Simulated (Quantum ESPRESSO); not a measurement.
# Cr (Im-3m) in Quantum ESPRESSO: further runs

Runs on Cr. Level: PBEsol. Tasks: single point, equation of state.

Program: Quantum ESPRESSO 7.5. These are calculated values, not measurements. Logs are shortened: lines on timing, memory, paths and dates and some standing lists are left out, and cuts for length are marked.

**1. The structure**

The structure is cubic, space group Im-3m (No. 229). Conventional cell: a = 2.969 Å, b = 2.969 Å, c = 2.969 Å, α = 90.00°, β = 90.00°, γ = 90.00°. Cr (site symmetry m-3m) has 8 Cr at 2.57 Å as nearest neighbours.

**2. Single point, PBEsol, collinear spin, ferromagnetic start, 12.30 Å³/atom**

pw.in

```
&CONTROL
  calculation = 'scf'
  prefix = 'pwscf'
  outdir = './tmp'
  pseudo_dir = './pseudo'
  tprnfor = .true.
  tstress = .true.
  disk_io = 'nowf'
/
&SYSTEM
  ibrav = 0
  nat = 1
  ntyp = 1
  ecutwfc = 94
  nbnd = 16
  occupations = 'smearing'
  smearing = 'fd'
  degauss = 0.00367493
  nspin = 2
  starting_magnetization(1) = 0.2143
/
&ELECTRONS
  conv_thr = 2d-10
  electron_maxstep = 120
  mixing_beta = 0.3
/
ATOMIC_SPECIES
Cr    51.9961 Cr.upf
CELL_PARAMETERS angstrom
  -1.4541462833    1.4541462833    1.4541462833
   1.4541462833   -1.4541462833    1.4541462833
   1.4541462833    1.4541462833   -1.4541462833
ATOMIC_POSITIONS crystal
Cr     0.0000000000    0.0000000000    0.0000000000
K_POINTS automatic
12 12 12 0 0 0
```

Potentials or basis: PseudoDojo 0.4.1 SR PBEsol standard.

Launch:

```bash
> OMP_NUM_THREADS=1 pw.x -in pw.in > pw.out
```

pw.out:

```text
This program is part of the open-source Quantum ESPRESSO suite
     for quantum simulation of materials; please cite
         "P. Giannozzi et al., J. Phys.:Condens. Matter 21 395502 (2009);
         "P. Giannozzi et al., J. Phys.:Condens. Matter 29 465901 (2017);
         "P. Giannozzi et al., J. Chem. Phys. 152 154105 (2020);
     in publications or presentations arising from this work. More details at

     Message from routine setup:
     using ibrav=0 with symmetry is DISCOURAGED, use correct ibrav instead

     G-vector sticks info
     --------------------
     sticks:   dense  smooth     PW     G-vecs:    dense   smooth      PW
     Sum         631     631    229                10149    10149    2243

     Using Slab Decomposition

     bravais-lattice index     =            0
     lattice parameter (alat)  =       4.7596  a.u.
     unit-cell volume          =      83.0005 (a.u.)^3
     number of atoms/cell      =            1
     number of atomic types    =            1
     number of electrons       =        14.00
     number of Kohn-Sham states=           16
     kinetic-energy cutoff     =      94.0000  Ry
     charge density cutoff     =     376.0000  Ry
     scf convergence threshold =      2.0E-10
     mixing beta               =       0.3000
     number of iterations used =            8  plain     mixing
     Exchange-correlation= PBESOL
                           (   1   4  10   8   0   0   0)

     celldm(1)=   4.759569  celldm(2)=   0.000000  celldm(3)=   0.000000
     celldm(4)=   0.000000  celldm(5)=   0.000000  celldm(6)=   0.000000

     crystal axes: (cart. coord. in units of alat)
               a(1) = (  -0.577350   0.577350   0.577350 )
               a(2) = (   0.577350  -0.577350   0.577350 )
               a(3) = (   0.577350   0.577350  -0.577350 )

     reciprocal axes: (cart. coord. in units 2 pi/alat)
               b(1) = ( -0.000000  0.866025  0.866025 )
               b(2) = (  0.866025 -0.000000  0.866025 )
               b(3) = (  0.866025  0.866025  0.000000 )

     PseudoPot. # 1 for Cr read from file:
     Cr.upf
     Pseudo is Norm-conserving + core correction, Zval = 14.0
     Generated using ONCVPSP code by D. R. Hamann
     Using radial grid of 1638 points,  6 beta functions with:
                l(1) =   0
                l(2) =   0
                l(3) =   1
                l(4) =   1
                l(5) =   2
                l(6) =   2

     atomic species   valence    mass     pseudopotential
     Cr               14.00    51.99610     Cr( 1.00)

     Starting magnetic structure
     atomic species   magnetization
     Cr              0.214

     48 Sym. Ops., with inversion, found

   Cartesian axes

     site n.     atom                  positions (alat units)
         1        Cr     tau(   1) = (   0.0000000   0.0000000   0.0000000  )

     number of k points=    72  Fermi-Dirac smearing, width (Ry)=  0.0037
                       cart. coord. in units 2pi/alat
        k(    1) = (   0.0000000   0.0000000   0.0000000), wk =   0.0005787
        k(    2) = (   0.0721688   0.0721688   0.0000000), wk =   0.0069444
        k(    3) = (   0.1443376   0.1443376   0.0000000), wk =   0.0069444
        k(    4) = (   0.2165064   0.2165064   0.0000000), wk =   0.0069444
        k(    5) = (   0.2886751   0.2886751   0.0000000), wk =   0.0069444
        k(    6) = (   0.3608439   0.3608439   0.0000000), wk =   0.0069444
[... 64 lines left out ...]
        k(   71) = (  -0.8660254  -0.0721688  -0.0721688), wk =   0.0069444
        k(   72) = (  -0.8660254  -0.8660254  -0.8660254), wk =   0.0005787

     Dense  grid:    10149 G-vectors     FFT dimensions: (  30,  30,  30)

     Generating pointlists ...
     new r_m :   0.4125 (alat units)  1.9633 (a.u.) for type    1

     Initial potential from superposition of free atoms

     starting charge      13.9987, renormalised to      14.0000
     Starting wfcs are   10 randomized atomic wfcs +    6 random wfcs

     Self-consistent Calculation

     iteration #  1     ecut=    94.00 Ry     beta= 0.30
     Davidson diagonalization with overlap
     ethr =  1.00E-02,  avg # of iterations =  5.0

     total energy              =    -177.69785855 Ry
     estimated scf accuracy    <       0.49541236 Ry

     total magnetization       =     0.90 Bohr mag/cell
     absolute magnetization    =     0.91 Bohr mag/cell

     iteration #  2     ecut=    94.00 Ry     beta= 0.30
     Davidson diagonalization with overlap
     ethr =  3.54E-03,  avg # of iterations =  1.0

     total energy              =    -177.75806549 Ry
     estimated scf accuracy    <       0.06456180 Ry

     total magnetization       =     0.95 Bohr mag/cell
     absolute magnetization    =     0.96 Bohr mag/cell

     iteration #  3     ecut=    94.00 Ry     beta= 0.30
     Davidson diagonalization with overlap
     ethr =  4.61E-04,  avg # of iterations =  1.1

     total energy              =    -177.77509475 Ry
     estimated scf accuracy    <       0.02985928 Ry

     total magnetization       =     0.67 Bohr mag/cell
     absolute magnetization    =     0.69 Bohr mag/cell

     iteration #  4     ecut=    94.00 Ry     beta= 0.30
     Davidson diagonalization with overlap
     ethr =  2.13E-04,  avg # of iterations =  1.1

     total energy              =    -177.79207668 Ry
     estimated scf accuracy    <       0.00366662 Ry

     total magnetization       =     0.01 Bohr mag/cell
     absolute magnetization    =     0.07 Bohr mag/cell

     iteration #  5     ecut=    94.00 Ry     beta= 0.30
     Davidson diagonalization with overlap
     ethr =  2.62E-05,  avg # of iterations =  1.3

     total energy              =    -177.79680896 Ry
     estimated scf accuracy    <       0.00428002 Ry

     total magnetization       =     0.20 Bohr mag/cell
     absolute magnetization    =     0.21 Bohr mag/cell

     iteration #  6     ecut=    94.00 Ry     beta= 0.30
     Davidson diagonalization with overlap
     ethr =  2.62E-05,  avg # of iterations =  1.1

     total energy              =    -177.79865357 Ry
     estimated scf accuracy    <       0.00033567 Ry

     total magnetization       =     0.04 Bohr mag/cell
     absolute magnetization    =     0.05 Bohr mag/cell

     iteration #  7     ecut=    94.00 Ry     beta= 0.30
     Davidson diagonalization with overlap
     ethr =  2.40E-06,  avg # of iterations =  1.8

     total energy              =    -177.79879817 Ry
     estimated scf accuracy    <       0.00020250 Ry

     total magnetization       =     0.00 Bohr mag/cell
     absolute magnetization    =     0.01 Bohr mag/cell

     iteration #  8     ecut=    94.00 Ry     beta= 0.30
     Davidson diagonalization with overlap
     ethr =  1.45E-06,  avg # of iterations =  1.0

     total energy              =    -177.79882442 Ry
     estimated scf accuracy    <       0.00002875 Ry

     total magnetization       =     0.01 Bohr mag/cell
     absolute magnetization    =     0.01 Bohr mag/cell

     iteration #  9     ecut=    94.00 Ry     beta= 0.30
     Davidson diagonalization with overlap
     ethr =  2.05E-07,  avg # of iterations =  1.0

     total energy              =    -177.79880707 Ry
     estimated scf accuracy    <       0.00000418 Ry

     total magnetization       =     0.00 Bohr mag/cell
     absolute magnetization    =     0.00 Bohr mag/cell

     iteration # 10     ecut=    94.00 Ry     beta= 0.30
     Davidson diagonalization with overlap
     ethr =  2.99E-08,  avg # of iterations =  2.0

     total energy              =    -177.79882451 Ry
     estimated scf accuracy    <       0.00001028 Ry

     total magnetization       =    -0.01 Bohr mag/cell
     absolute magnetization    =     0.01 Bohr mag/cell

     iteration # 11     ecut=    94.00 Ry     beta= 0.30
     Davidson diagonalization with overlap
     ethr =  2.99E-08,  avg # of iterations =  1.5

     total energy              =    -177.79883133 Ry
     estimated scf accuracy    <       0.00000006 Ry

     total magnetization       =     0.00 Bohr mag/cell
     absolute magnetization    =     0.00 Bohr mag/cell

     iteration # 12     ecut=    94.00 Ry     beta= 0.30
     Davidson diagonalization with overlap
     ethr =  4.27E-10,  avg # of iterations =  1.8

     total energy              =    -177.79883135 Ry
     estimated scf accuracy    <       0.00000003 Ry

     total magnetization       =     0.00 Bohr mag/cell
     absolute magnetization    =     0.00 Bohr mag/cell

     iteration # 13     ecut=    94.00 Ry     beta= 0.30
     Davidson diagonalization with overlap
     ethr =  1.90E-10,  avg # of iterations =  1.0

     total energy              =    -177.79883135 Ry
     estimated scf accuracy    <          3.0E-09 Ry

     total magnetization       =     0.00 Bohr mag/cell
     absolute magnetization    =     0.00 Bohr mag/cell

     iteration # 14     ecut=    94.00 Ry     beta= 0.30
     Davidson diagonalization with overlap
     ethr =  2.17E-11,  avg # of iterations =  1.1

     total energy              =    -177.79883135 Ry
     estimated scf accuracy    <          9.6E-10 Ry

     total magnetization       =    -0.00 Bohr mag/cell
     absolute magnetization    =     0.00 Bohr mag/cell

     iteration # 15     ecut=    94.00 Ry     beta= 0.30
     Davidson diagonalization with overlap
     ethr =  6.83E-12,  avg # of iterations =  1.0

     Magnetic moment per site  (integrated on atomic sphere of radius R)
     atom   1 (R=0.412)  charge= 12.2535  magn= -0.0000

     End of self-consistent calculation

     Number of k-points >= 100: set verbosity='high' to print the bands.

     the Fermi energy is    18.1037 ev

!    total energy              =    -177.79883135 Ry
     estimated scf accuracy    <          1.4E-10 Ry
     smearing contrib. (-TS)   =      -0.00042917 Ry
     internal energy E=F+TS    =    -177.79840217 Ry

     The total energy is F=E-TS. E is the sum of the following terms:
     one-electron contribution =     -58.70392409 Ry
     hartree contribution      =      36.74119285 Ry
     xc contribution           =     -26.04931861 Ry
     ewald contribution        =    -129.78635232 Ry

     total magnetization       =    -0.00 Bohr mag/cell
     absolute magnetization    =     0.00 Bohr mag/cell

     convergence has been achieved in  15 iterations

     Forces acting on atoms (cartesian axes, Ry/au):

     atom    1 type  1   force =     0.00000000    0.00000000    0.00000000

     Total force =     0.000000     Total SCF correction =     0.000000

     Computing stress (Cartesian axis) and pressure

          total   stress  (Ry/bohr**3)                   (kbar)     P=     -226.76
  -0.00154151  -0.00000000  -0.00000000         -226.76       -0.00       -0.00
  -0.00000000  -0.00154151  -0.00000000           -0.00     -226.76       -0.00
  -0.00000000   0.00000000  -0.00154151           -0.00        0.00     -226.76

=------------------------------------------------------------------------------=
   JOB DONE.
=------------------------------------------------------------------------------=
```

It took 53 s on 1 thread of Arm Neoverse V1, shared host; peak memory 0.08 GiB.

Results:

```yaml
Free_energy: -2419.0763 eV
Pressure: -22.7 GPa
Band_gap_on_the_k_mesh: none (metal or under the smearing width)
Net_moment: 0.00 μB per cell
Absolute_moment: 0.00 μB per cell
Valence_electrons_inside_the_program's_atomic_spheres: Cr 12.25
```

Caveat: the starting moments collapsed, and a magnetic state may lie lower.

**3. Single point, PBEsol, collinear spin, ferromagnetic start, 12.56 Å³/atom**

Changes to pw.in since step 2:

```diff
@@ -29,5 +29,5 @@
 CELL_PARAMETERS angstrom
-  -1.4541462833    1.4541462833    1.4541462833
-   1.4541462833   -1.4541462833    1.4541462833
-   1.4541462833    1.4541462833   -1.4541462833
+  -1.4643870875    1.4643870875    1.4643870875
+   1.4643870875   -1.4643870875    1.4643870875
+   1.4643870875    1.4643870875   -1.4643870875
 ATOMIC_POSITIONS crystal
```

Potentials or basis: PseudoDojo 0.4.1 SR PBEsol standard.

Launch:

```bash
> OMP_NUM_THREADS=1 pw.x -in pw.in > pw.out
```

Run time: 53 s. Hardware: 1 thread of Arm Neoverse V1, shared host; peak memory 0.08 GiB.

Results (log left out):

```
Free energy                                           : -2419.0364 eV
Pressure                                              : -26.3 GPa
Band gap on the k mesh                                : none (metal or under the smearing width)
Net moment                                            : 0.00 μB per cell
Absolute moment                                       : 0.00 μB per cell
Valence electrons inside the program's atomic spheres : Cr 12.27
```

Caveat: the starting moments collapsed, and a magnetic state may lie lower.

**4. Single point, PBEsol, collinear spin, ferromagnetic start, 12.82 Å³/atom**

Changes to pw.in since step 3:

```diff
@@ -29,5 +29,5 @@
 CELL_PARAMETERS angstrom
-  -1.4643870875    1.4643870875    1.4643870875
-   1.4643870875   -1.4643870875    1.4643870875
-   1.4643870875    1.4643870875   -1.4643870875
+  -1.4744866279    1.4744866279    1.4744866279
+   1.4744866279   -1.4744866279    1.4744866279
+   1.4744866279    1.4744866279   -1.4744866279
 ATOMIC_POSITIONS crystal
```

Launch:

```bash
> OMP_NUM_THREADS=1 pw.x -in pw.in > pw.out
```

Run time: 54 s. Hardware: 1 thread of Arm Neoverse V1, shared host; peak memory 0.08 GiB.

It converged, with:

| Property | Result |
| --- | --- |
| Free energy | -2418.9909 eV |
| Pressure | -29.5 GPa |
| Band gap on the k mesh | none (metal or under the smearing width) |
| Net moment | 0.00 μB per cell |
| Absolute moment | 0.00 μB per cell |
| Valence electrons inside the program's atomic spheres | Cr 12.28 |

Caveat: the starting moments collapsed, and a magnetic state may lie lower.

**5. Single point, PBEsol, collinear spin, ferromagnetic start, 13.08 Å³/atom**

Changes to pw.in since step 4:

```diff
@@ -29,5 +29,5 @@
 CELL_PARAMETERS angstrom
-  -1.4744866279    1.4744866279    1.4744866279
-   1.4744866279   -1.4744866279    1.4744866279
-   1.4744866279    1.4744866279   -1.4744866279
+  -1.4844496776    1.4844496776    1.4844496776
+   1.4844496776   -1.4844496776    1.4844496776
+   1.4844496776    1.4844496776   -1.4844496776
 ATOMIC_POSITIONS crystal
```

Launch:

```bash
> OMP_NUM_THREADS=1 pw.x -in pw.in > pw.out
```

Run time: 55 s. Hardware: 1 thread of Arm Neoverse V1, shared host; peak memory 0.09 GiB.

Results (log left out):

| Item | Value |
| --- | --- |
| Free energy | -2418.9404 eV |
| Pressure | -32.3 GPa |
| Band gap on the k mesh | none (metal or under the smearing width) |
| Net moment | 0.00 μB per cell |
| Absolute moment | 0.00 μB per cell |
| Valence electrons inside the program's atomic spheres | Cr 12.30 |

Caveat: the cell as given lies far from equilibrium; the starting moments collapsed, and a magnetic state may lie lower.

**6. Single point, PBEsol, collinear spin, ferromagnetic start, 13.35 Å³/atom**

Changes to pw.in since step 5:

```diff
@@ -29,5 +29,5 @@
 CELL_PARAMETERS angstrom
-  -1.4844496776    1.4844496776    1.4844496776
-   1.4844496776   -1.4844496776    1.4844496776
-   1.4844496776    1.4844496776   -1.4844496776
+  -1.4942807567    1.4942807567    1.4942807567
+   1.4942807567   -1.4942807567    1.4942807567
+   1.4942807567    1.4942807567   -1.4942807567
 ATOMIC_POSITIONS crystal
```

Potentials or basis: PseudoDojo 0.4.1 SR PBEsol standard.

Launch:

```bash
> OMP_NUM_THREADS=1 pw.x -in pw.in > pw.out
```

Wall time 45 s (1 thread of Arm Neoverse V1, shared host); peak memory 0.09 GiB.

Results (log left out):

| Item | Value |
| --- | --- |
| Free energy | -2418.8857 eV |
| Pressure | -34.8 GPa |
| Band gap on the k mesh | none (metal or under the smearing width) |
| Net moment | 0.00 μB per cell |
| Absolute moment | 0.00 μB per cell |
| Valence electrons inside the program's atomic spheres | Cr 12.31 |

Caveat: the cell as given lies far from equilibrium; the starting moments collapsed, and a magnetic state may lie lower.

**7. Single point, PBEsol, collinear spin, ferromagnetic start, 13.61 Å³/atom**

Changes to pw.in since step 6:

```diff
@@ -29,5 +29,5 @@
 CELL_PARAMETERS angstrom
-  -1.4942807567    1.4942807567    1.4942807567
-   1.4942807567   -1.4942807567    1.4942807567
-   1.4942807567    1.4942807567   -1.4942807567
+  -1.5039841504    1.5039841504    1.5039841504
+   1.5039841504   -1.5039841504    1.5039841504
+   1.5039841504    1.5039841504   -1.5039841504
 ATOMIC_POSITIONS crystal
```

Launch:

```bash
> OMP_NUM_THREADS=1 pw.x -in pw.in > pw.out
```

It took 56 s on 1 thread of Arm Neoverse V1, shared host; peak memory 0.09 GiB.

Results (log left out):

```yaml
Free_energy: -2418.8272 eV
Pressure: -36.9 GPa
Band_gap_on_the_k_mesh: none (metal or under the smearing width)
Net_moment: 0.00 μB per cell
Absolute_moment: 0.00 μB per cell
Valence_electrons_inside_the_program's_atomic_spheres: Cr 12.33
```

Caveat: the cell as given lies far from equilibrium; the starting moments collapsed, and a magnetic state may lie lower.

**8. Single point, PBEsol, collinear spin, ferromagnetic start, 13.87 Å³/atom**

Changes to pw.in since step 7:

```diff
@@ -29,5 +29,5 @@
 CELL_PARAMETERS angstrom
-  -1.5039841504    1.5039841504    1.5039841504
-   1.5039841504   -1.5039841504    1.5039841504
-   1.5039841504    1.5039841504   -1.5039841504
+  -1.5135639255    1.5135639255    1.5135639255
+   1.5135639255   -1.5135639255    1.5135639255
+   1.5135639255    1.5135639255   -1.5135639255
 ATOMIC_POSITIONS crystal
```

Launch:

```bash
> OMP_NUM_THREADS=1 pw.x -in pw.in > pw.out
```

Wall time 58 s (1 thread of Arm Neoverse V1, shared host); peak memory 0.09 GiB.

It converged, with:

| Item | Value |
| --- | --- |
| Free energy | -2418.7654 eV |
| Pressure | -38.8 GPa |
| Band gap on the k mesh | none (metal or under the smearing width) |
| Net moment | 0.00 μB per cell |
| Absolute moment | 0.00 μB per cell |
| Valence electrons inside the program's atomic spheres | Cr 12.34 |

Caveat: the cell as given lies far from equilibrium; the starting moments collapsed, and a magnetic state may lie lower.

**9. Equation of state, PBEsol, collinear spin, ferromagnetic start**

Potentials or basis: PseudoDojo 0.4.1 SR PBEsol standard.

This step only gathers the single runs of the series.

Results:

* Equilibrium volume: 11.16 Å³/atom (rough: see the caveat)
* Bulk modulus: 287 GPa (rough)

Energy against volume, from the lowest point:
| volume (Å³/atom) | energy (meV/atom) |
| --- | --- |
| 12.299 | 0.00 |
| 12.561 | 39.95 |
| 12.823 | 85.47 |
| 13.084 | 135.89 |
| 13.346 | 190.63 |
| 13.608 | 249.14 |
| 13.870 | 310.95 |

Caveat: the minimum lies outside the volumes run.
